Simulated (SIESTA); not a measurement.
Runs of SIESTA 5.4.2 on MoS2. The cell holds a slab with vacuum, 6 atoms: a = 3.185 Å, b = 3.185 Å, c = 21.671 Å, α = 90.00°, β = 90.00°, γ = 120.00°. 

```tsv
task	level	potentials or basis	cell	gap on the mesh (eV)	largest force (eV/Å)
single point	PBE	PseudoDojo 0.4 standard (PBE files), DZP (energy shift 0.003 Ry; two zetas on semicore shells)	as given	1.38	0.62
band structure	LDA	PseudoDojo 0.4 standard (LDA files), DZP (energy shift 0.003 Ry; two zetas on semicore shells)	as given	(a)	0.12
band structure	PBEsol	PseudoDojo 0.4 standard (PBEsol files), DZP (energy shift 0.003 Ry; two zetas on semicore shells)	as given	(b)	0.30
single point	PBE	PseudoDojo 0.4 standard (PBE files), DZP (energy shift 0.003 Ry; two zetas on semicore shells)	atoms moved at random, drawn with an rms of 0.05 Å	1.30	1.55
```

Alike in all rows: no spin polarisation; k mesh 10 × 10 × 2; smearing fermi-dirac 0.05 eV; grid cutoff 800 Ry; energy shift 0.003 Ry.

Q: Estimate the missing entries.

A: (a) 1.36; (b) 1.37.

Caveats: the basis of atomic orbitals isn't converged, which shifts pressures, moduli and gaps.

A k mesh can miss the band edges, and the runs leave out spin-orbit coupling on Mo.
